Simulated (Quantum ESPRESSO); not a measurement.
Al under changes of volume

One of the cells (16.603 Å³/atom); the others are scaled copies at fixed shape and fractional positions:

```
Al
1.0
     0.00000    2.02481    2.02481
     2.02481    0.00000    2.02481
     2.02481    2.02481    0.00000
Al
1
Cartesian
  0.0000 0.0000 0.0000
```

```yaml
Program: Quantum ESPRESSO 7.5
Functional: PBEsol
Potentials_or_basis: GBRV 1.5 PBEsol
Cutoff: 612 eV
Density_cutoff: 4898 eV
k_mesh: 11 × 11 × 11
Occupations: fermi-dirac, width 0.05 eV
Spin: no spin polarisation
```

```tsv
volume (Å³/atom)	energy over the lowest point (meV/atom)	pressure (GPa)
15.607	?	?
15.939	0.90	1.3
16.271	0.00	-0.4
16.603	2.55	-2.0
16.935	8.19	-3.4
17.267	16.59	-4.7
17.599	27.45	-5.8
```

Problem. What does the run at 15.607 Å³/atom give?

Solution. Energy over the lowest point 5.64 meV/atom; pressure 3.3 GPa.

Worked out: A Birch-Murnaghan fit of order 3 (a polynomial in V^(-2/3)) to the other rows has its minimum at 16.19 Å³/atom with B0 = V·E''(V) = 84 GPa and B' = 4.5. It gives 5.67 meV/atom at 15.607 Å³/atom, against the run's 5.64, and -dE/dV = 3.3 GPa, against 3.3.

Energies are extrapolated to zero smearing.
